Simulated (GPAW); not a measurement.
# Ru (P6_3/mmc) in GPAW: settings compared

Aim: see how the results for Ru move with the level of theory and the settings. Levels: RPBE, r2SCAN. Tasks: single point.

Everything below comes from runs of GPAW 26.7.0. Logs are shortened: lines on timing, memory, paths and dates and some standing lists are left out, and cuts for length are marked. The log counts tension as positive stress, the text compression.

**1. Starting point**

Symmetry: P6_3/mmc, No. 194, hexagonal system. Conventional cell: a = 2.706 Å, b = 2.706 Å, c = 4.282 Å, α = 90.00°, β = 90.00°, γ = 120.00°. Ru (site symmetry -6m2) has 12 Ru at 2.65 to 2.71 Å as nearest neighbours.

**2. Single point, RPBE (volume scaled by 1.04)**

run.py

```python
from ase.dft.bandgap import bandgap
from ase.io import read, write
from ase.units import GPa
from gpaw import GPAW, PW

atoms = read('Ru.cif')

calc = GPAW(mode=PW(500),
            xc='RPBE',
            kpts={'size': (9, 9, 5), 'gamma': True},
            occupations={'name': 'fermi-dirac', 'width': 0.01},
            nbands=29,
            convergence={'density': 1e-05, 'energy': 1e-05},
            maxiter=150,
            txt='gpaw.txt')
atoms.calc = calc
energy = atoms.get_potential_energy()
forces = atoms.get_forces()
stress = atoms.get_stress()
calc.write('gs.gpw')
write('result.traj', atoms)
print(f'Energy: {energy:.6f} eV')
print('Forces (eV/A):')
print(forces.round(4))
print('Stress (GPa):', (stress / GPa).round(3))
print('Fermi level:', round(calc.get_fermi_level(), 4), 'eV')
print(f'Gap: {bandgap(calc)[0]:.4f} eV, direct: {bandgap(calc, direct=True)[0]:.4f} eV')
```

Ru.cif

```cif
data_Ru
_cell_length_a 2.74140671
_cell_length_b 2.74140671
_cell_length_c 4.33824725
_cell_angle_alpha 90.00000000
_cell_angle_beta 90.00000000
_cell_angle_gamma 120.00000000
_space_group_name_H-M_alt 'P6_3/mmc'
_space_group_name_Hall '-P 6c 2c'
_space_group_IT_number 194
loop_
_space_group_symop_operation_xyz
'x,y,z'
'-x,-y,-z'
'x-y,x,z+1/2'
'-x+y,-x,-z+1/2'
'-y,x-y,z'
'y,-x+y,-z'
'-x,-y,z+1/2'
'x,y,-z+1/2'
'-x+y,-x,z'
'x-y,x,-z'
'y,-x+y,z+1/2'
'-y,x-y,-z+1/2'
'-y,-x,-z+1/2'
'y,x,z+1/2'
'-x,-x+y,-z'
'x,x-y,z'
'-x+y,y,-z+1/2'
'x-y,-y,z+1/2'
'y,x,-z'
'-y,-x,z'
'x,x-y,-z+1/2'
'-x,-x+y,z+1/2'
'x-y,-y,-z'
'-x+y,y,z'
loop_
_atom_site_label
_atom_site_type_symbol
_atom_site_symmetry_multiplicity
_atom_site_Wyckoff_symbol
_atom_site_fract_x
_atom_site_fract_y
_atom_site_fract_z
_atom_site_occupancy
Ru1 Ru 2 c 0.6666666667 0.3333333333 0.7500000000 1
```

Potentials or basis: the program's PAW data sets (release 1.2.1) made for this functional, pw.

The run is started by

```console
> OMP_NUM_THREADS=1 python run.py
```

gpaw.txt:

```text
__  _  _
 | _ |_)|_||  |
 |__||  | ||/\| - 26.7.0

Input parameters:
  mode=PW(ecut=500.0),
  convergence={'density': 1e-05, 'energy': 1e-05},
  kpts=MonkhorstPack(size=(9, 9, 5), gamma=True),
  maxiter=150,
  nbands=29,
  occupations=Occupations(name='fermi-dirac', width=0.01),
  xc=XC(name='RPBE')

Diagonalizing LCAO Hamiltonian
Converting LCAO to pw mode

          Ru

        Ru

Atoms  # Å, Bohr magnetons
|   | symbol |         x |        y |        z |    initial magnetic moments |
|---|--------|-----------|----------|----------|-----------------------------|
| 0 |     Ru |  1.370703 | 0.791376 | 3.253685 | ( 0.0000,  0.0000,  0.0000) |
| 1 |     Ru | -0.000000 | 1.582752 | 1.084562 | ( 0.0000,  0.0000,  0.0000) |

Unit cell  # Å
| periodic |         x |        y |        z |  lengths |     angles |
|----------|-----------|----------|----------|----------|------------|
|      yes |  2.741407 | 0.000000 | 0.000000 | 2.741407 |  90.000000 |
|      yes | -1.370703 | 2.374128 | 0.000000 | 2.741407 |  90.000000 |
|      yes |  0.000000 | 0.000000 | 4.338247 | 4.338247 | 120.000000 |

Number of symmetries: 12
Symmetry operations  # r_c * U_cc + t_c -> r_c
|    | kind |            matrix            |
|----|------|------------------------------|
|  0 |  σ   |  1, 1, 0,  0,-1, 0,  0, 0, 1 |
|  1 |  S6  |  1, 1, 0, -1, 0, 0,  0, 0,-1 |
|  2 |  E   |  1, 0, 0,  0, 1, 0,  0, 0, 1 |
|  3 |  C2  |  1, 0, 0, -1,-1, 0,  0, 0,-1 |
|  4 |  C2  |  0, 1, 0,  1, 0, 0,  0, 0,-1 |
|  5 |  C3  |  0, 1, 0, -1,-1, 0,  0, 0, 1 |
|  6 |  S6  |  0,-1, 0,  1, 1, 0,  0, 0,-1 |
|  7 |  σ   |  0,-1, 0, -1, 0, 0,  0, 0, 1 |
|  8 |  σ   | -1, 0, 0,  1, 1, 0,  0, 0, 1 |
|  9 |  i   | -1, 0, 0,  0,-1, 0,  0, 0,-1 |
| 10 |  C3  | -1,-1, 0,  1, 0, 0,  0, 0, 1 |
| 11 |  C2  | -1,-1, 0,  0, 1, 0,  0, 0,-1 |

BZ-sampling:
  Number of BZ points: 405
  Number of IBZ points: 50

  Monkhorst-Pack size: [9, 9, 5]
  Monkhorst-Pack shift: [0, 0, 0]

K-points  # in reciprocal-cell coordinates
|     |                                coordinates |     weight |
|-----|--------------------------------------------|------------|
|   0 | (  0.00000000,   0.00000000,   0.00000000) | 0.00246914 |
|   1 | (  0.00000000,   0.00000000,   0.20000000) | 0.00493827 |
|   2 | (  0.00000000,   0.00000000,   0.40000000) | 0.00493827 |
|   3 | (  0.11111111,   0.00000000,  -0.40000000) | 0.01481481 |
|   4 | (  0.11111111,   0.00000000,  -0.20000000) | 0.01481481 |
|   5 | (  0.11111111,   0.00000000,   0.00000000) | 0.01481481 |
|   6 | (  0.11111111,   0.00000000,   0.20000000) | 0.01481481 |
|   7 | (  0.11111111,   0.00000000,   0.40000000) | 0.01481481 |
|   8 | (  0.22222222,  -0.11111111,   0.00000000) | 0.01481481 |
|   9 | (  0.22222222,  -0.11111111,   0.20000000) | 0.02962963 |
| ... |                                            |            |
|  49 | (  0.44444444,   0.44444444,   0.40000000) | 0.02962963 |

Plane wave coefficients: 744
Cutoff: 500.0 eV

Spin-components: 1 (collinear spins)
Bands:           29
Projectors:      12
Spin-degeneracy: 2
Datatype:        complex128

Density:
  Valence electrons: 32.0
  Components: 1
  Grid points: [15 15 24]
  Charge: 0.0  # |e|

Potential:
  Grid points: [15 15 24]

species:
  Ru:
    name:    Ruthenium
    Z:       44.0
    valence: 16
    core:    28
    charge:  0.0  # [|e|]
    compensation charges:
      type: gauss
      rc: 0.39  # [Å]
      lmax: 2
    cutoffs:
      filter: 2.16  # [Å]
      core: 1.30  # [Å]
    projectors
    | kind |    occ | energy [eV] | rcut [Å] |
    |------|--------|-------------|----------|
    |   4s |  2.000 |     -76.255 |    1.281 |
    |   5s |  1.000 |      -4.126 |    1.281 |
    |   4p |  6.000 |     -46.371 |    1.286 |
    |   5p |  0.000 |      -0.913 |    1.286 |
    |   4d |  7.000 |      -5.146 |    1.254 |
    |    d |        |      22.066 |    1.254 |

    Using partial waves for Ru as LCAO basis

Reference energy: -246506.125506  # eV

eigensolver:
  PPCG
  Converge bands: occupied
  niter=2

density mixing:
  MSR1-Mixer
  Pratt-step length: 0.05
  Maximum mixing coefficient: 0.75
  Old densities: 10
  SVD Regularization: 0.005
  Good broyden scale: 1.0
  Trust region scale: 1.0
  Backstep threshold: 4.0
  History deletion threshold: 6.0
  Fourier metric: weight=20.0, sigma=0.015

occupation numbers:
  Fermi-Dirac:
    width: 0.0100  # eV

poisson solver:
  ecut: 4000.0  # eV

xc functional:
  name: RPBE with 2 nearest neighbor stencil

convergence criteria:
- Maximum integral of absolute [dens]ity change: 1e-05 electrons / valence electron
- Maximum [total energy] change in last 3 cyles: 1e-05 eV / valence electron
- Maximum integral of absolute [eigenst]ate change: 4e-08 eV^2 / valence electron
maximum number of iterations: 150

SCF iterations
|iter     | |      energy | eigst |  dens |
|---------|-|-------------|-------|-------|
|iter:   1| |  -19.172160 | +0.10 |       |
|iter:   2| |  -18.840975 | -2.69 | -1.07 |
|iter:   3| |  -17.612000 | -1.66 | -1.11 |
|iter:   4| |  -17.608952 | -3.81 | -2.04 |
|iter:   5| |  -17.608557 | -4.01 | -2.33 |
|iter:   6| |  -17.608579 | -6.20 | -3.53 |
|iter:   7| |  -17.608583c| -7.03 | -3.96 |
|iter:   8| |  -17.608584c| -8.25c| -4.50 |
|iter:   9| |  -17.608584c| -8.17c| -5.11c|

Converged in 9 steps
Energy contributions relative to reference atoms: (reference = -246506.125506)

Energy contributions:
  Kinetic:         -11.422042
  Coulomb:           2.694390
  Zero:             -0.302808
  External:          0.000000
  Xc:               -8.577737
  Entropy:          -0.000772
  Spinorbit:         0.000000
  ----------------------------
  Free energy:     -17.608970
  Extrapolated:    -17.608584

dipole moment: (0.000000, 0.000000, 0.000001)  # |e|*Ang

Fermi level: 12.853
Eigenvalues  # (at kpt = [0.000, 0.000, 0.000])
| band index |      eig [eV] | occ [0-2] |
|------------|---------------|-----------|
|          0 |       -60.288 |     2.000 |
|        ... |               |           |
|          9 |         6.947 |     2.000 |
|         10 |        10.335 |     2.000 |
|         11 |        10.335 |     2.000 |
|         12 |        10.514 |     2.000 |
|         13 |        10.966 |     2.000 |
|         14 |        10.966 |     2.000 |
[... 8 lines left out ...]
|         23 |        31.182 |     0.000 |
|         24 |        35.602 |     0.000 |
|        ... |               |           |
|         28 |        37.498 |     0.000 |

No gap
No difference between direct/indirect transitions

Forces  # eV/Ang
|        x |        y |        z |
|----------|----------|----------|
|  0.00000 |  0.00000 |  0.00004 |  # Ru   0
| -0.00000 | -0.00000 | -0.00004 |  # Ru   1

Stress tensor  # eV/Ang^3
|         x |         y |        z |
|-----------|-----------|----------|
|  0.028167 | -0.000000 | 0.000000 |
| -0.000000 |  0.028167 | 0.000000 |
|  0.000000 |  0.000000 | 0.025366 |

# Writing to gs.gpw (mode='')
```

It took 22 s on 1 thread of Arm Neoverse V1, shared host; peak memory 0.15 GiB.

Results:

- Free energy: -17.6090 eV
- Pressure: -4.4 GPa
- Band gap on the k mesh: none (metal or under the smearing width)

Stress tensor (GPa, compression positive):
```
-4.51  0.00  0.00
 0.00 -4.51  0.00
 0.00  0.00 -4.06
```

Levels at points of the mesh, in eV from the Fermi level:
```csv
k point,band 12,band 13,band 14,band 15,band 16,band 17,band 18,band 19,band 20,band 21
"(0.00, 0.00, 0.00)",-2.52,-2.34,-1.89,-1.89,-1.38,-1.38,1.02,1.02,1.23,9.80
```

Caveat: the cutoff is short for stress and forces, so pressures can be off by a GPa or more.

**3. Single point, r2SCAN**

Changes to run.py since step 2:

```diff
@@ -1,3 +1,4 @@
+from ase import Atoms
 from ase.dft.bandgap import bandgap
-from ase.io import read, write
+from ase.io import write
 from ase.units import GPa
@@ -5,9 +6,16 @@
 
-atoms = read('Ru.cif')
+atoms = Atoms(['Ru', 'Ru'],
+              cell=[[2.7058, 0.0, 0.0],
+                    [-1.3529, 2.3432915376, 0.0],
+                    [0.0, 0.0, 4.2819]],
+              scaled_positions=[[0.6666666667, 0.3333333333, 0.75],
+                                [0.3333333333, 0.6666666667, 0.25]],
+              pbc=True)
 
-calc = GPAW(mode=PW(500),
-            xc='RPBE',
+calc = GPAW(mode=PW(450),
+            xc='MGGA_X_R2SCAN+MGGA_C_R2SCAN',
             kpts={'size': (9, 9, 5), 'gamma': True},
             occupations={'name': 'fermi-dirac', 'width': 0.01},
-            nbands=29,
+            setups={'Ru': '8'},
+            nbands=-13,
             convergence={'density': 1e-05, 'energy': 1e-05},
```

Potentials or basis: GPAW PAW data sets (gpaw-data 1.2.1), other valence, pw.

The run is started by

```console
> OMP_NUM_THREADS=1 python run.py
```

gpaw.txt:

```text
__  _  _
 | _ |_)|_||  |
 |__||  | ||/\| - 26.7.0

Input parameters:
  mode=PW(ecut=450.00000000000006),
  convergence={'density': 1e-05, 'energy': 1e-05},
  kpts=MonkhorstPack(size=(9, 9, 5), gamma=True),
  maxiter=150,
  nbands=-13,
  occupations=Occupations(name='fermi-dirac', width=0.01),
  setups={'Ru': '8'},
  xc=XC(name='MGGA_X_R2SCAN+MGGA_C_R2SCAN')

Diagonalizing LCAO Hamiltonian
Converting LCAO to pw mode

          Ru

        Ru

Atoms  # Å, Bohr magnetons
|   | symbol |         x |        y |        z |    initial magnetic moments |
|---|--------|-----------|----------|----------|-----------------------------|
| 0 |     Ru |  1.352900 | 0.781097 | 3.211425 | ( 0.0000,  0.0000,  0.0000) |
| 1 |     Ru | -0.000000 | 1.562194 | 1.070475 | ( 0.0000,  0.0000,  0.0000) |

Unit cell  # Å
| periodic |         x |        y |        z |  lengths |     angles |
|----------|-----------|----------|----------|----------|------------|
|      yes |  2.705800 | 0.000000 | 0.000000 | 2.705800 |  90.000000 |
|      yes | -1.352900 | 2.343292 | 0.000000 | 2.705800 |  90.000000 |
|      yes |  0.000000 | 0.000000 | 4.281900 | 4.281900 | 120.000000 |

Number of symmetries: 12
Symmetry operations  # r_c * U_cc + t_c -> r_c
|    | kind |            matrix            |
|----|------|------------------------------|
|  0 |  σ   |  1, 1, 0,  0,-1, 0,  0, 0, 1 |
|  1 |  S6  |  1, 1, 0, -1, 0, 0,  0, 0,-1 |
|  2 |  E   |  1, 0, 0,  0, 1, 0,  0, 0, 1 |
|  3 |  C2  |  1, 0, 0, -1,-1, 0,  0, 0,-1 |
|  4 |  C2  |  0, 1, 0,  1, 0, 0,  0, 0,-1 |
|  5 |  C3  |  0, 1, 0, -1,-1, 0,  0, 0, 1 |
|  6 |  S6  |  0,-1, 0,  1, 1, 0,  0, 0,-1 |
|  7 |  σ   |  0,-1, 0, -1, 0, 0,  0, 0, 1 |
|  8 |  σ   | -1, 0, 0,  1, 1, 0,  0, 0, 1 |
|  9 |  i   | -1, 0, 0,  0,-1, 0,  0, 0,-1 |
| 10 |  C3  | -1,-1, 0,  1, 0, 0,  0, 0, 1 |
| 11 |  C2  | -1,-1, 0,  0, 1, 0,  0, 0,-1 |

BZ-sampling:
  Number of BZ points: 405
  Number of IBZ points: 50

  Monkhorst-Pack size: [9, 9, 5]
  Monkhorst-Pack shift: [0, 0, 0]

K-points  # in reciprocal-cell coordinates
|     |                                coordinates |     weight |
|-----|--------------------------------------------|------------|
|   0 | (  0.00000000,   0.00000000,   0.00000000) | 0.00246914 |
|   1 | (  0.00000000,   0.00000000,   0.20000000) | 0.00493827 |
|   2 | (  0.00000000,   0.00000000,   0.40000000) | 0.00493827 |
|   3 | (  0.11111111,   0.00000000,  -0.40000000) | 0.01481481 |
|   4 | (  0.11111111,   0.00000000,  -0.20000000) | 0.01481481 |
|   5 | (  0.11111111,   0.00000000,   0.00000000) | 0.01481481 |
|   6 | (  0.11111111,   0.00000000,   0.20000000) | 0.01481481 |
|   7 | (  0.11111111,   0.00000000,   0.40000000) | 0.01481481 |
|   8 | (  0.22222222,  -0.11111111,   0.00000000) | 0.01481481 |
|   9 | (  0.22222222,  -0.11111111,   0.20000000) | 0.02962963 |
| ... |                                            |            |
|  49 | (  0.44444444,   0.44444444,   0.40000000) | 0.02962963 |

Plane wave coefficients: 597
Cutoff: 450.00000000000006 eV

Spin-components: 1 (collinear spins)
Bands:           21
Projectors:      12
Spin-degeneracy: 2
Datatype:        complex128

Density:
  Valence electrons: 16.0
  Components: 1
  Grid points: [14 14 21]
  Charge: 0.0  # |e|

Potential:
  Grid points: [14 14 21]

species:
  Ru:
    name:    Ruthenium
    Z:       44.0
    valence: 8
    core:    36
    charge:  0.0  # [|e|]
    compensation charges:
      type: gauss
      rc: 0.44  # [Å]
      lmax: 2
    cutoffs:
      filter: 2.43  # [Å]
      core: 3.17  # [Å]
    projectors
    | kind |    occ | energy [eV] | rcut [Å] |
    |------|--------|-------------|----------|
    |   5s |  1.000 |      -4.237 |    1.376 |
    |   5p |  0.000 |      -0.913 |    1.376 |
    |   4d |  7.000 |      -5.203 |    1.376 |
    |    s |        |      22.975 |    1.376 |
    |    p |        |      26.298 |    1.376 |
    |    d |        |      22.008 |    1.376 |

    Using partial waves for Ru as LCAO basis

Reference energy: -246490.249941  # eV

eigensolver:
  PPCG
  Converge bands: occupied
  niter=2

density mixing:
  MSR1-Mixer
  Pratt-step length: 0.05
  Maximum mixing coefficient: 0.75
  Old densities: 10
  SVD Regularization: 0.005
  Good broyden scale: 1.0
  Trust region scale: 1.0
  Backstep threshold: 4.0
  History deletion threshold: 6.0
  Fourier metric: weight=20.0, sigma=0.015

occupation numbers:
  Fermi-Dirac:
    width: 0.0100  # eV

poisson solver:
  ecut: 3600.0000000000005  # eV

xc functional:
  name: MGGA_X_R2SCAN+MGGA_C_R2SCAN with 2 nearest neighbor stencil

convergence criteria:
- Maximum integral of absolute [dens]ity change: 1e-05 electrons / valence electron
- Maximum [total energy] change in last 3 cyles: 1e-05 eV / valence electron
- Maximum integral of absolute [eigenst]ate change: 4e-08 eV^2 / valence electron
maximum number of iterations: 150

SCF iterations
|iter     | |      energy | eigst |  dens |
|---------|-|-------------|-------|-------|
|iter:   1| |  -42.845446 | +0.20 |       |
|iter:   2| |  -43.027664 | -0.89 | -0.79 |
|iter:   3| |  -42.483356 | -1.70 | -0.88 |
|iter:   4| |  -42.300804 | -1.80 | -1.17 |
|iter:   5| |  -42.294981 | -3.21 | -2.10 |
|iter:   6| |  -42.293590 | -3.65 | -2.43 |
|iter:   7| |  -42.293654 | -5.08 | -3.27 |
|iter:   8| |  -42.293650c| -6.75 | -3.79 |
|iter:   9| |  -42.293649c| -7.32 | -4.59 |
|iter:  10| |  -42.293649c| -7.52c| -4.83 |
|iter:  11| |  -42.293649c| -8.14c| -5.53c|

Converged in 11 steps
Energy contributions relative to reference atoms: (reference = -246490.249941)

Energy contributions:
  Kinetic:         -24.135997
  Coulomb:          15.966846
  Zero:              0.540108
  External:          0.000000
  Xc:              -34.664311
  Entropy:          -0.000590
  Spinorbit:         0.000000
  ----------------------------
  Free energy:     -42.293944
  Extrapolated:    -42.293649

dipole moment: (-0.000006, -0.000010, -0.000017)  # |e|*Ang

Fermi level: 11.583
Eigenvalues  # (at kpt = [0.000, 0.000, 0.000])
| band index |      eig [eV] | occ [0-2] |
|------------|---------------|-----------|
|          0 |         3.102 |     2.000 |
|          1 |         5.022 |     2.000 |
|          2 |         8.776 |     2.000 |
|          3 |         8.776 |     2.000 |
|          4 |         8.977 |     2.000 |
|          5 |         9.475 |     2.000 |
[... 9 lines left out ...]
|         15 |        32.544 |     0.000 |
|         16 |        36.695 |     0.000 |
|        ... |               |           |
|         20 |        38.606 |     0.000 |

No gap
No difference between direct/indirect transitions

Forces  # eV/Ang
|        x |        y |        z |
|----------|----------|----------|
| -0.00000 |  0.00000 | -0.00003 |  # Ru   0
|  0.00000 | -0.00000 |  0.00003 |  # Ru   1

Stress tensor  # eV/Ang^3
|         x |         y |         z |
|-----------|-----------|-----------|
| -0.016864 | -0.000000 |  0.000000 |
| -0.000000 | -0.016864 | -0.000000 |
|  0.000000 | -0.000000 | -0.023198 |

# Writing to gs.gpw (mode='')
```

It took 29 s on 1 thread of Arm Neoverse V2, shared host; peak memory 0.22 GiB.

What came out:

| Quantity | Value |
| --- | --- |
| Free energy | -42.2939 eV |
| Pressure | 3.0 GPa |
| Band gap on the k mesh | none (metal or under the smearing width) |

Stress tensor (GPa, compression positive):
```
2.70 0.00 0.00
0.00 2.70 0.00
0.00 0.00 3.72
```

Caveat: the cutoff is short for stress and forces, so pressures can be off by a GPa or more; the PAW data sets were made with another functional, which shifts forces and pressure a little.
